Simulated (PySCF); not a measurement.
PbS (Galena), 2 atoms in the cell. Symmetry: Fm-3m, No. 225, cubic system. Conventional cell: a = 5.931 Å, b = 5.931 Å, c = 5.931 Å, α = 90.00°, β = 90.00°, γ = 90.00°. Pb (site symmetry m-3m) is surrounded by 6 S at 2.97 Å. S (site symmetry m-3m) is surrounded by 6 Pb at 2.97 Å. 

```yaml
Program: PySCF 2.14.0
Task: equation of state
Functional: r2SCAN
Dispersion: D4
Potentials_or_basis: DZVP-MOLOPT-SR/GTH-PBE (potentials made for PBE)
k_mesh: 6 × 6 × 6
Occupations: fermi-dirac, width 0.05 eV
Spin: no spin polarisation
Symmetry: yes
Density_cutoff: 66 Ha
Exponents_discarded_below_exp_to_discard: 0.02 1/bohr^2
Potentials: Pb GTH-PBE-q4, S GTH-PBE-q6
Three-body_dispersion_term: yes
Coulomb_method: multigrid
```

Potentials or basis: DZVP-MOLOPT-SR/GTH-PBE (potentials made for PBE).

Launch:

```bash
$ python -u run.py > log
```

Hardware: 4 threads of AMD EPYC 7R13 Processor (Zen 3) (shared host).

**Question.** Estimate the wall time of this run.

**Answer.** Run time: 32 min on 4 threads of AMD EPYC 7R13 Processor (Zen 3), on a shared host.
